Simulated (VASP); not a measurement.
Input of a VASP 6.6.1 run:

Contents of INCAR:

```
  ALGO = Normal
  EDIFF = 1E-6
  EDIFFG = -0.01
  ENCUT = 600
  GGA = PS
  IBRION = 2
  ISIF = 3
  ISMEAR = 0
  KPAR = 2
  LASPH = T
  LCHARG = F
  LREAL = F
  LWAVE = F
  NELM = 80
  NSW = 90
  PREC = Accurate
  PSTRESS = 150.0
  SIGMA = 0.03
```

The input KPOINTS:

```
k-points
0
Gamma
  8 8 10
```

POSCAR

```
SiO2
1.0
    4.1773000000      0.0000000000      0.0000000000
    0.0000000000      4.1773000000      0.0000000000
    0.0000000000      0.0000000000      2.6652000000
Si O
2 4
Direct
    0.0000000000      0.0000000000      0.0000000000
    0.5000000000      0.5000000000      0.5000000000
    0.3059000000      0.3059000000      0.0000000000
    0.1941000000      0.8059000000      0.5000000000
    0.6941000000      0.6941000000      0.0000000000
    0.8059000000      0.1941000000      0.5000000000
```

Potentials or basis: VASP PAW PBE potentials, release 64 (Si, O).

The run is started by

```bash
$ cat potpaw_PBE.64/Si/POTCAR potpaw_PBE.64/O/POTCAR > POTCAR
$ mpirun -np 2 vasp_std > vasp.out
```

Problem. What does it give for the space group after relaxing (to 0.05 Å)?

Solution. P4_2/mnm (No. 136).

Problem. Estimate the relaxed volume.

Solution. 7.50 Å³/atom.

Problem. What does it give for the band gap on the k mesh?

Solution. 6.09 eV, direct.

The path:
```tsv
step	energy change (eV)	largest force (eV/Å)	pressure (GPa)	volume (Å³)
1	0.0000	0.0899	4.67	46.51
2	0.3542	0.4697	32.52	43.22
3	0.0832	0.2516	15.29	45.11
4	0.0891	0.1059	15.06	44.98
5	0.0865	0.0397	15.08	45.00
6	0.0848	0.0074	14.93	45.02
7	0.0850	0.0005	14.95	45.01
```

Caveat: the cell is relaxed towards a set pressure, so the enthalpy falls and the energy may rise; the PAW data sets were made with another functional, which shifts forces and pressure a little. A k mesh can miss the band edges.
